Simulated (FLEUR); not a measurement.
# Ti (P6_3/mmc) in FLEUR: notebook

One crystal, Ti, is run at these levels: PBEsol; tasks: equation of state, band structure.

All numbers are computed with FLEUR MaX-R8.1 (later development tree); they aren't measurements. Logs are shortened: lines on timing, memory, paths and dates and some standing lists are left out, and cuts for length are marked.

### 1 Starting point

The structure is hexagonal, space group P6_3/mmc (No. 194). Conventional cell: a = 2.950 Å, b = 2.950 Å, c = 4.680 Å, α = 90.00°, β = 90.00°, γ = 120.00°. Ti (site symmetry -6m2) has 12 Ti at 2.89 to 2.95 Å as nearest neighbours.

### 2 Equation of state, PBEsol, 16.58 Å³/atom (volume scaled by 0.94)

inp.xml reads:

```xml
<?xml version="1.0" encoding="UTF-8" standalone="no"?>
<fleurInput fleurInputVersion="0.39">
   <comment>
      Ti                                                                                                  
   </comment>
   <calculationSetup>
      <cutoffs Kmax="4.1" Gmax="12.7" GmaxXC="12.7" numbands="0"/>
      <scfLoop itmax="60" minDistance="0.00001" maxIterBroyd="15" imix="Anderson" alpha="0.05" precondParam="0.0" spinf="2.0" sdNocoIR="T"/>
      <coreElectrons ctail="T" frcor="F" kcrel="0" coretail_lmax="0"/>
      <xcFunctional name="PBEs" relativisticCorrections="F"/>
      <magnetism jspins="1"/>
      <soc l_soc="F" theta="0.0" phi="0.0" spav="F"/>
      <expertModes spex="0" secvar="F"/>
      <geometryOptimization l_f="F" forcealpha="1.0" forcemix="BFGS" epsdisp="0.0005" epsforce="0.0002"/>
      <ldaU l_linMix="F" mixParam="0.05" spinf="1.0"/>
   </calculationSetup>
   <cell>
      <bzIntegration valenceElectrons="24.0" mode="hist" fermiSmearingEnergy="0.00183747">
         <kPointListSelection listName="default-1"/>
         <!-- k-points included here -->
         <xi:include xmlns:xi="http://www.w3.org/2001/XInclude" href="kpts.xml"> </xi:include>
      </bzIntegration>
      <!-- symmetry operations included here -->
      <xi:include xmlns:xi="http://www.w3.org/2001/XInclude" href="sym.xml"> </xi:include>
      <bulkLattice scale="0.9795861087">
         <bravaisMatrix>
            <row-1>    5.5746920675700000     0.0000000000000000     0.0000000000000000</row-1>
            <row-2>   -2.7873460337850000     4.8278249488590683     0.0000000000000000</row-2>
            <row-3>    0.0000000000000000     0.0000000000000000     8.8439182631279998</row-3>
         </bravaisMatrix>
      </bulkLattice>
   </cell>
   <atomSpecies>
      <species name="Titanium (Ti)" element="Ti" atomicNumber="22">
         <mtSphere radius="2.46" gridPoints="837" logIncrement="0.014"/>
         <atomicCutoffs lmax="10" lnonsphr="10"/>
         <electronConfig flipSpins="F">
            <coreConfig>(1s1/2) (2s1/2) (2p1/2) (2p3/2)</coreConfig>
            <valenceConfig>(3s1/2) (3p1/2) (3p3/2) (4s1/2) (3d3/2) (3d5/2)</valenceConfig>
            <stateOccupation state="(3d3/2)" spinUp="0.400000" spinDown="0.400000"/>
            <stateOccupation state="(3d5/2)" spinUp="0.600000" spinDown="0.600000"/>
         </electronConfig>
         <energyParameters s="4" p="4" d="3" f="4"/>
         <lo type="SCLO" l="0" n="3" eDeriv="0"/>
         <lo type="SCLO" l="1" n="3" eDeriv="0"/>
         <lo type="SCLO" l="1" n="3" eDeriv="1"/>
         <lo type="SCLO" l="2" n="3" eDeriv="2"/>
         <lo type="SCLO" l="3" n="4" eDeriv="2"/>
      </species>
   </atomSpecies>
   <atomGroups>
      <atomGroup species="Titanium (Ti)">
         <relPos label="                   1">-1.000/3.000 1.000/3.000 -1.000/4.000</relPos>
         <relPos label="                   2">1.000/3.000 -1.000/3.000 1.000/4.000</relPos>
         <force calculate="T" relaxXYZ="TTT"/>
      </atomGroup>
   </atomGroups>
   <output dos="F" band="F" slice="F">
      <checks vchk="F" cdinf="F"/>
      <bandDOS minEnergy="-.5*Htr" maxEnergy="0.5*Htr" sigma="0.015" storeEVData="T"/>
      <vacuumDOS vacdos="F" integ="F" star="F" nstars="0" locx1="0.0" locy1="0.0" locx2="0.0" locy2="0.0" nstm="0" tworkf="0.0"/>
      <unfoldingBand unfoldBand="F" supercellX="1" supercellY="1" supercellZ="1"/>
      <plotting iplot="0" polar="F">
         <plot TwoD="T" vec1="  1.0  0.0  0.0" vec2="  0.0  1.0  0.0" vec3="  0.0  0.0  1.0" zero="  0.0  0.0  0.0" file="plot"/>
      </plotting>
      <chargeDensitySlicing numkpt="0" minEigenval="0.0" maxEigenval="0.0" nnne="0" pallst="F"/>
      <specialOutput eonly="F"/>
      <moessbauerParams electricFieldGradient="T" isomerShift="T" coreHyperfine="T" valenceHyperfine="T"/>
      <magneticCircularDichroism mcd="F" energyLo="-10.0" energyUp="0.0"/>
   </output>
  <!-- We include the file relax.xml here to enable relaxations (see documentation) -->
  <xi:include xmlns:xi="http://www.w3.org/2001/XInclude" href="relax.xml"> <xi:fallback/> </xi:include>
</fleurInput>
```

Potentials or basis: all-electron, FLAPW.

Launch:

```
$ inpgen -f crystal.txt -profile fastHighL
$ # inp.xml edited to the form shown
$ fleur_MPI
```

Output:

```text
Welcome to FLEUR        (www.flapw.de)
      MaX-Release 8.1          (www.max-centre.eu)

 ========== k-point set info ==========
 Selected k-point list: default-1
 k-point list type: mesh
 10 x 10 x 6
 Number of k points: 56

 ------------Calculation Setup---------------------------
 Number of MPI-tasks      :            1
 Number of PE/node        :            1
 Number of OMP-threads    :            1
 Most efficient MPI parallelization for:
           1           2           4           7           8          14          28          56
 Additional eigenvalue parallelization possible
 Number of basis functions:          345
 Approximate size of matrices (H+S) per k-point:         0.002 GB
 --------------------------------------------------------
 Iteration:     1   Distance:       8.27893954 me/bohr^3
 Iteration:     2   Distance:       7.40367310 me/bohr^3
 Iteration:     3   Distance:       2.71529591 me/bohr^3
 Iteration:     4   Distance:       2.34678443 me/bohr^3
 Iteration:     5   Distance:       0.70503763 me/bohr^3
 Iteration:     6   Distance:       0.41711175 me/bohr^3
 Iteration:     7   Distance:       0.04103399 me/bohr^3
 Iteration:     8   Distance:       0.00654178 me/bohr^3
 Iteration:     9   Distance:       0.00733462 me/bohr^3
 Iteration:    10   Distance:       0.00060859 me/bohr^3
 Iteration:    11   Distance:       0.00045761 me/bohr^3
 Iteration:    12   Distance:       0.00003337 me/bohr^3
 Iteration:    13   Distance:       0.00000242 me/bohr^3

 ********************************************************************
 Run finished successfully
 Stop message:
   all done
 ********************************************************************
```

out.xml (last iteration):

```text
<iteration numberForCurrentRun="   13" overallNumber="   13">
         <energyParameters units="Htr">
            <atomicEP atomType="1" spin="1" branch="4s" branchLowest="-1.70" branchHighest="2.07" value="0.2346396197"/>
            <atomicEP atomType="1" spin="1" branch="4p" branchLowest="-0.80" branchHighest="2.55" value="0.3460281913"/>
            <atomicEP atomType="1" spin="1" branch="3d" branchLowest="-9.99" branchHighest="0.59" value="0.3578316195"/>
            <atomicEP atomType="1" spin="1" branch="4f" branchLowest="-9.99" branchHighest="3.00" value="0.6300031853"/>
            <loAtomicEP atomType="1" spin="1" branch="3s" branchLowest="-19.13" branchHighest="-1.70" value="-1.7224464132"/>
            <loAtomicEP atomType="1" spin="1" branch="3p" branchLowest="-15.74" branchHighest="-0.80" value="-0.8550407396"/>
            <loAtomicEP atomType="1" spin="1" branch="3p" branchLowest="-15.74" branchHighest="-0.80" value="-0.8550407396"/>
            <loAtomicEP atomType="1" spin="1" branch="3d" branchLowest="-9.99" branchHighest="0.59" value="0.3574685290"/>
            <loAtomicEP atomType="1" spin="1" branch="4f" branchLowest="-9.99" branchHighest="3.00" value="0.6300059699"/>
         </energyParameters>
         <eigenvalues>
            <eigenvaluesAt spin="1" ikpt="1" k_x="0.00000000" k_y="0.00000000" k_z="0.00000000">
                      -1.7280138899       -1.7217993923       -0.8743776670       -0.8466046359       -0.8466046359
                      -0.8436220119       -0.8422995459       -0.8422995459        0.1172585383        0.2452883387
                       0.3780620713        0.3780620713        0.3810713088        0.3823633321        0.3977455503
                       0.3977455503        0.4116472067        0.4116472067        0.4719245860
            </eigenvaluesAt>
            <eigenvaluesAt spin="1" ikpt="2" k_x="0.00000000" k_y="0.00000000" k_z="0.16666667">
                      -1.7276044712       -1.7222225137       -0.8724003688       -0.8463185871       -0.8463185871
                      -0.8457735582       -0.8425900353       -0.8425900353        0.1261927037        0.2412797480
                       0.3669495500        0.3743651135        0.3743651136        0.3773647414        0.3929375233
                       0.3929375233        0.4212148570        0.4212148570        0.4723131623
            </eigenvaluesAt>
            <eigenvaluesAt spin="1" ikpt="3" k_x="0.00000000" k_y="0.00000000" k_z="0.33333333">
                      -1.7264804698       -1.7233733982       -0.8669424163       -0.8515783439       -0.8455333949
                      -0.8455333949       -0.8433812233       -0.8433812233        0.1514203808        0.2225774542
                       0.3494767623        0.3647218744        0.3713918745        0.3713918745        0.3829024190
                       0.3829024190        0.4401023084        0.4401023084        0.4692999613
            </eigenvaluesAt>
            <eigenvaluesAt spin="1" ikpt="4" k_x="0.00000000" k_y="0.00000000" k_z="0.50000000">
                      -1.7249336817       -1.7249336817       -0.8593469413       -0.8593469413       -0.8444590624
                      -0.8444590624       -0.8444590624       -0.8444590624        0.1875225982        0.1875225982
                       0.3514825265        0.3514825265        0.3744236377        0.3744236377        0.3744236377
                       0.3744236377        0.4581157045        0.4581157045        0.4581157045
            </eigenvaluesAt>
         </eigenvalues>
         <bandgap value="0.0274040693" units="eV"/>
         <sumValenceSingleParticleEnergies value="-14.8810303643" units="Htr"/>
         <FermiEnergy value="0.3481375172" units="Htr"/>
         <valenceDensity>
            <mtCharges spin="1">
               <mtCharge atomType="1" total="10.5595749" s="2.3191355" p="6.2135497" d="2.0102249" f="0.0143916"/>
            </mtCharges>
            <spinDependentCharge spin="1" total="24.0000000" interstitial="2.8808502" mtSpheres="21.1191498"/>
            <totalCharge value="24.0000000000"/>
         </valenceDensity>
         <coreStates atomType="     1" atomicNumber=" 22" spin="1" kinEnergy="    792.0297571916" eigValSum="   -488.9288547946" lostElectrons=" 0.000000">
            <state n="1" l="0" j="0.5" energy="-178.1055132132" weight="1.0000000000"/>
            <state n="2" l="0" j="0.5" energy="-19.1341782062" weight="1.0000000000"/>
            <state n="2" l="1" j="0.5" energy="-15.8827290626" weight="1.0000000000"/>
            <state n="2" l="1" j="1.5" energy="-15.6710034577" weight="2.0000000000"/>
         </coreStates>
         <allElectronCharges>
            <spinDependentCharge spin="1" total="44.0000000" interstitial="2.8808502" mtSpheres="41.1191498"/>
            <totalCharge value="44.0000000000"/>
         </allElectronCharges>
         <moessbauerParams unitsHFF="kG" unitsIS="e/bohr^3" unitsEFG="Htr/bohr^2">
            <coreIsomerShift atomType="1" isTotal="8401.74992">
               <shell n="1" l="0" isomerShift="7719.41900"/>
               <shell n="2" l="0" isomerShift="679.80518"/>
               <shell n="2" l="1" isomerShift="2.52574"/>
            </coreIsomerShift>
            <isomerShift atomType="1" nucleusRadius="0.0000858" averageDensity="8499.94151"/>
            <electricFieldGradient atomType="1" VXX="-0.11213" VYY="-0.11213" VZZ="0.22426" asymParam="0.00000">
            </electricFieldGradient>
         </moessbauerParams>
         <totalEnergy                                    value="    -1705.7434643028" units="Htr">
            <sumOfEigenvalues                            value="     -992.7387399535">
               <coreElectrons value="-977.8577095893"/>
               <valenceElectrons value="-14.8810303643"/>
            </sumOfEigenvalues>
            <densityCoulombPotentialIntegral value="-2606.8221467521"/>
            <densityEffectivePotentialIntegral value="-2714.6848620956"/>
            <chargeDenXCDenIntegral value="-82.4628526738"/>
            <FockExchangeEnergyValence value="0.0000000000"/>
            <FockExchangeEnergyCore value="0.0000000000"/>
            <atomTypeDependentContributions atomType="1">
               <electronNucleiInteractionDifferentMTs value="2022.3521377311"/>
               <MadelungTerm value="-19.4635226639"/>
            </atomTypeDependentContributions>
            <tkbTimesEntropy value="0.0007065228"/>
            <freeEnergy value="-1705.7441708256"/>
            <extrapolationTo0K value="-1705.7438175642"/>
         </totalEnergy>
         <densityConvergence units="me/bohr^3">
            <chargeDensity spin="1" distance="0.0000024176"/>
         </densityConvergence>
      </iteration>
```

It took 20 s on 1 thread of Intel Xeon 6975P-C (Granite Rapids), shared host; peak memory 0.07 GiB.

What came out:

```yaml
Free_energy: -46415.6635 eV
Band_gap_on_the_k_mesh: none (metal or under the smearing width)
Valence_electrons_inside_the_program's_atomic_spheres: Ti 10.56 (radii Ti 2.46 bohr)
```

### 3 Equation of state, PBEsol, 16.93 Å³/atom (volume scaled by 0.96)

Edit inp.xml of step 2 so:

```diff
@@ -24,3 +24,3 @@
       <xi:include xmlns:xi="http://www.w3.org/2001/XInclude" href="sym.xml"> </xi:include>
-      <bulkLattice scale="0.9795861087">
+      <bulkLattice scale="0.9864848297">
          <bravaisMatrix>
```

Potentials or basis: all-electron, FLAPW.

Launch:

```
$ inpgen -f crystal.txt -profile fastHighL
$ # inp.xml edited to the form shown
$ fleur_MPI
```

Wall time 22 s (1 thread of Intel Xeon 6975P-C (Granite Rapids), shared host); peak memory 0.07 GiB.

The run converged. Its results:

```yaml
Free_energy: -46415.6627 eV
Band_gap_on_the_k_mesh: none (metal or under the smearing width)
Valence_electrons_inside_the_program's_atomic_spheres: Ti 10.53 (radii Ti 2.46 bohr)
```

### 4 Equation of state, PBEsol, 17.28 Å³/atom (volume scaled by 0.98)

Edit inp.xml of step 3 so:

```diff
@@ -24,3 +24,3 @@
       <xi:include xmlns:xi="http://www.w3.org/2001/XInclude" href="sym.xml"> </xi:include>
-      <bulkLattice scale="0.9864848297">
+      <bulkLattice scale="0.9932883884">
          <bravaisMatrix>
```

Launch:

```
$ inpgen -f crystal.txt -profile fastHighL
$ # inp.xml edited to the form shown
$ fleur_MPI
```

It took 23 s on 1 thread of Intel Xeon 6975P-C (Granite Rapids), shared host; peak memory 0.07 GiB.

Results (log left out):

```yaml
Free_energy: -46415.6515 eV
Band_gap_on_the_k_mesh: none (metal or under the smearing width)
Valence_electrons_inside_the_program's_atomic_spheres: Ti 10.50 (radii Ti 2.46 bohr)
```

### 5 Equation of state, PBEsol, 17.64 Å³/atom

Edit inp.xml of step 4 so:

```diff
@@ -24,3 +24,3 @@
       <xi:include xmlns:xi="http://www.w3.org/2001/XInclude" href="sym.xml"> </xi:include>
-      <bulkLattice scale="0.9932883884">
+      <bulkLattice scale="1.0000000000">
          <bravaisMatrix>
```

Launch:

```
$ inpgen -f crystal.txt -profile fastHighL
$ # inp.xml edited to the form shown
$ fleur_MPI
```

Run time: 23 s. Hardware: 1 thread of Intel Xeon 6975P-C (Granite Rapids), shared host; peak memory 0.07 GiB.

It converged, with:

* Free energy: -46415.6308 eV
* Band gap on the k mesh: none (metal or under the smearing width)
* Valence electrons inside the program's atomic spheres: Ti 10.47 (radii Ti 2.46 bohr)

### 6 Equation of state, PBEsol, 17.99 Å³/atom (volume scaled by 1.02)

Edit inp.xml of step 5 so:

```diff
@@ -24,3 +24,3 @@
       <xi:include xmlns:xi="http://www.w3.org/2001/XInclude" href="sym.xml"> </xi:include>
-      <bulkLattice scale="1.0000000000">
+      <bulkLattice scale="1.0066227096">
          <bravaisMatrix>
```

Potentials or basis: all-electron, FLAPW.

Launch:

```
$ inpgen -f crystal.txt -profile fastHighL
$ # inp.xml edited to the form shown
$ fleur_MPI
```

Run time: 23 s. Hardware: 1 thread of Intel Xeon 6975P-C (Granite Rapids), shared host; peak memory 0.07 GiB.

The run converged. Its results:

```yaml
Free_energy: -46415.6015 eV
Band_gap_on_the_k_mesh: none (metal or under the smearing width)
Valence_electrons_inside_the_program's_atomic_spheres: Ti 10.44 (radii Ti 2.46 bohr)
```

### 7 Equation of state, PBEsol, 18.34 Å³/atom (volume scaled by 1.04)

Edit inp.xml of step 6 so:

```diff
@@ -24,3 +24,3 @@
       <xi:include xmlns:xi="http://www.w3.org/2001/XInclude" href="sym.xml"> </xi:include>
-      <bulkLattice scale="1.0066227096">
+      <bulkLattice scale="1.0131594038">
          <bravaisMatrix>
```

Launch:

```
$ inpgen -f crystal.txt -profile fastHighL
$ # inp.xml edited to the form shown
$ fleur_MPI
```

Run time: 26 s. Hardware: 1 thread of Intel Xeon 6975P-C (Granite Rapids), shared host; peak memory 0.07 GiB.

The run converged. Its results:

```
Free energy                                           : -46415.5643 eV
Band gap on the k mesh                                : none (metal or under the smearing width)
Valence electrons inside the program's atomic spheres : Ti 10.42 (radii Ti 2.46 bohr)
```

### 8 Equation of state, PBEsol, 18.69 Å³/atom (volume scaled by 1.06)

Edit inp.xml of step 7 so:

```diff
@@ -24,3 +24,3 @@
       <xi:include xmlns:xi="http://www.w3.org/2001/XInclude" href="sym.xml"> </xi:include>
-      <bulkLattice scale="1.0131594038">
+      <bulkLattice scale="1.0196128224">
          <bravaisMatrix>
```

Launch:

```
$ inpgen -f crystal.txt -profile fastHighL
$ # inp.xml edited to the form shown
$ fleur_MPI
```

Wall time 25 s (1 thread of Intel Xeon 6975P-C (Granite Rapids), shared host); peak memory 0.07 GiB.

It converged, with:

```
Free energy                                           : -46415.5199 eV
Band gap on the k mesh                                : none (metal or under the smearing width)
Valence electrons inside the program's atomic spheres : Ti 10.39 (radii Ti 2.46 bohr)
```

### 9 Equation of state, PBEsol

Potentials or basis: all-electron, FLAPW.

No new run: the results of the series are fitted here.

Results:

| Quantity | Value |
| --- | --- |
| Equilibrium volume | 16.73 Å³/atom |
| Bulk modulus at fixed shape and positions | 118 GPa |
| Pressure derivative of the bulk modulus | 3.5 |

Energy against volume, from the lowest point:
| volume (Å³/atom) | energy (meV/atom) |
| --- | --- |
| 16.577 | 0.00 |
| 16.930 | 0.39 |
| 17.283 | 5.98 |
| 17.636 | 16.31 |
| 17.988 | 30.98 |
| 18.341 | 49.59 |
| 18.694 | 71.76 |

Caveat: the cell was scaled at fixed shape and fractional positions, which overstates the stiffness of a crystal with free parameters, most of all of layers and chains.

[end of part 1 of 2]
